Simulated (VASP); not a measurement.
Set up this calculation in VASP 6.6.1, as the native input.

| Quantity | Value |
| --- | --- |
| Task | band structure |
| Functional | LAK |
| Potentials or basis | VASP PAW PBE potentials, release 64 (Al, O) |
| Cutoff | 520 eV |
| k mesh | 6 × 3 × 9 |
| Occupations | fermi-dirac, width 0.05 eV |
| Spin | no spin polarisation |
| Further INCAR settings | ALGO = Normal; EDIFF = 1e-07 |

The structure of Al2O3 lies in POSCAR:

```
Al2O3
1.0
    4.6137770000      0.0000000000      0.0000000000
    0.0000000000      9.5632790000      0.0000000000
    0.0000000000      0.0000000000      3.1198620000
Al O
4 6
Direct
    0.9829750000      0.8245730000      0.0000000000
    0.0170250000      0.1754270000      0.0000000000
    0.4829750000      0.6754270000      0.5000000000
    0.5170250000      0.3245730000      0.5000000000
    0.5000000000      0.5000000000      0.5000000000
    0.1236350000      0.7530500000      0.5000000000
    0.3763650000      0.2530500000      0.0000000000
    0.6236350000      0.7469500000      0.0000000000
    0.0000000000      0.0000000000      0.0000000000
    0.8763650000      0.2469500000      0.5000000000
```

Measurements of this composition are mostly on another form, of space group No. 167.

One way to write it, as run:

INCAR

```
  PREC = Accurate
  ENCUT = 520
  EDIFF = 1E-7
  ISMEAR = -1
  SIGMA = 0.05
  LREAL = False
  LASPH = True
  NELM = 100
  ALGO = Normal
  ISIF = 2
  LWAVE = False
  LCHARG = False
  METAGGA = LAK
  LMIXTAU = True
```

KPOINTS

```
Automatic mesh
0
Gamma
  6 3 9
```

KPOINTS_OPT

```
path GXSYGZURTZ,YT,UX,SR
10
line-mode
reciprocal
 0.0000000000  0.0000000000  0.0000000000  G
 0.0000000000  0.0000000000  0.5000000000  X

 0.0000000000  0.0000000000  0.5000000000  X
 0.5000000000  0.0000000000  0.5000000000  S

 0.5000000000  0.0000000000  0.5000000000  S
 0.5000000000  0.0000000000  0.0000000000  Y

 0.5000000000  0.0000000000  0.0000000000  Y
 0.0000000000  0.0000000000  0.0000000000  G

 0.0000000000  0.0000000000  0.0000000000  G
 0.0000000000  0.5000000000  0.0000000000  Z

 0.0000000000  0.5000000000  0.0000000000  Z
 0.0000000000  0.5000000000  0.5000000000  U

 0.0000000000  0.5000000000  0.5000000000  U
 0.5000000000  0.5000000000  0.5000000000  R

 0.5000000000  0.5000000000  0.5000000000  R
 0.5000000000  0.5000000000  0.0000000000  T

 0.5000000000  0.5000000000  0.0000000000  T
 0.0000000000  0.5000000000  0.0000000000  Z

 0.5000000000  0.0000000000  0.0000000000  Y
 0.5000000000  0.5000000000  0.0000000000  T

 0.0000000000  0.5000000000  0.5000000000  U
 0.0000000000  0.0000000000  0.5000000000  X

 0.5000000000  0.0000000000  0.5000000000  S
 0.5000000000  0.5000000000  0.5000000000  R
```

Potentials or basis: VASP PAW PBE potentials, release 64 (Al, O).

Launch:

```bash
$ cat potpaw_PBE.64/Al/POTCAR potpaw_PBE.64/O/POTCAR > POTCAR
$ mpirun -np 1 vasp_std > vasp.out
```

Results of the run:

* Pressure: -3.4 GPa
* Largest force: 0.226 eV/Å
* Band gap on the k mesh: 4.01 eV, direct
* Band gap along the path: 4.01 eV, direct

Caveat: the PAW data sets were made with another functional, which shifts forces and pressure a little.

Run time: 15 min on 1 thread of Intel(R) Xeon(R) Platinum 8488C (Sapphire Rapids), on a shared host, peak memory 0.37 GiB.
